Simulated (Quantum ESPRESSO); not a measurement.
## Mg: zone-centre phonons under several settings

```
Mg
1.0
     3.20930    0.00000    0.00000
    -1.60465    2.77934    0.00000
     0.00000    0.00000    5.21030
Mg
2
Direct
  0.66667 0.33333 0.75000
  0.33333 0.66667 0.25000
```

All runs used Quantum ESPRESSO 7.5; potentials SSSP 1.3 efficiency PBE; k mesh 10 × 10 × 5; relaxed cell; no spin polarisation; cutoff 748 eV; occupations cold, width 0.2 eV.

| level | volume (Å³/atom) | lowest optical mode without the field (cm⁻¹) | highest optical mode without the field (cm⁻¹) |
| --- | --- | --- | --- |
| PBE | 22.95 | 117 | 237 |
| PBE+D2 | 20.83 | 140 | 284 |
| PBE+D3(BJ) | 21.73 | 125 | 263 |
| rPW86PBE+rVV10 | 22.64 | 119 | 246 |
| rev-vdW-DF2 | ? | ? | ? |

Question: What stands in the row left open?

Answer: Volume 22.86 Å³/atom; lowest optical mode without the field 117 cm⁻¹; highest optical mode without the field 238 cm⁻¹.

Caveats: the mesh is thin for the phonons of a metal; pairwise dispersion overbinds metals, which lowers pressure and volume (some runs); the potentials were made for another functional, which shifts forces and pressure (some runs).

For the row left open. Caveat: the mesh is thin for the phonons of a metal; the potentials were made for another functional, which shifts forces and pressure.
